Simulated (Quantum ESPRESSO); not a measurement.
Crystal: PbS (Galena).

```
CELL_PARAMETERS angstrom
0.00000 2.96575 2.96575
2.96575 0.00000 2.96575
2.96575 2.96575 0.00000
ATOMIC_POSITIONS crystal
Pb 0.00000 0.00000 0.00000
S 0.50000 0.50000 0.50000
```

Program: Quantum ESPRESSO 7.5. Alike in all runs: task dielectric tensor; no spin polarisation; cell as given; cutoff (eV) 762; smearing fermi-dirac 0.05 eV.

Problem. Order these runs on this cell by their pressure, lowest first.
A. level PBEsol; potentials or basis PseudoDojo 0.4.1 SR PBEsol standard; k mesh 8 × 8 × 8, shifted; mesh quality not flagged
B. level LDA; potentials or basis PseudoDojo 0.4.1 SR LDA standard; k mesh 8 × 8 × 8, shifted; form of the LDA correlation PW92; mesh quality not flagged
C. level BLYP; potentials or basis PseudoDojo 0.4.1 SR PBE standard; k mesh 8 × 8 × 8, shifted; mesh quality not flagged
D. level LDA; potentials or basis PseudoDojo 0.4.1 SR LDA standard; k mesh 2 × 2 × 2, shifted; form of the LDA correlation PW92; mesh quality coarse

Solution. D (-5.4 GPa), B (-2.6 GPa), A (-0.8 GPa), C (6.1 GPa).

Caveats: some runs use coarse meshes; the cell is more than 3 GPa from zero pressure, which shifts response properties (some runs); the potentials were made for another functional, which shifts forces and pressure (some runs).

Runs at the PBE level aren't shown here.
